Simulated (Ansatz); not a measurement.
## A point defect in Al

Method: Ansatz 0.2.0, DFT PBE, scalar-relativistic, plane waves, PAW. Settings: 420 eV cutoff, 4×4×4 k-mesh, Gaussian smearing of 0.10 eV, no spin polarisation.

Host crystal, relaxed:

```
Al
1.0
     0.00000    2.02081    2.02081
     2.02081    0.00000    2.02081
     2.02081    2.02081    0.00000
Al
1
Direct
  0.00000 0.00000 0.00000
```

Supercell of 27 atoms, rows in host cell vectors: 3 -3 0; 0 -3 3; 0 -3 0. Atoms relax at the host's cell from a start displaced at random by 0.06 Å near the defect, so other minima may exist. The cell is small, so energies carry finite-size errors of tenths of an eV. The host is a metal. Atoms are taken from and returned to the elements' standard states.

The defect is an interstitial at (0.500, 0.500, 0.500) of the host cell.

| charge | E_f at the valence band top (eV) | moment (μB) | largest move (Å) | atoms near the site |
| --- | --- | --- | --- | --- |
| 0 | 3.64 | 0.00 | 0.43 | 2 Al at 2.40 Å, 2 Al at 2.41 Å, 2 Al at 2.42 Å |

Problem. Which element is it? Judge by the nearest distance in charge 0 and covalent radii.
A. Al
B. Cs
C. Cl
D. F
E. H

Solution. A. The nearest neighbour is Al at 2.40 Å, and the summed covalent radii with Al are 2.42 Å for Al, 2.23 Å for Cl, 3.65 Å for Cs, 1.78 Å for F, 1.52 Å for H, so Al fits best. Bonds can miss such sums by a tenth of an ångström or more.

Cost: 2 runs of about 16 core-minutes in all, on Arm Neoverse V1 (shared hosts).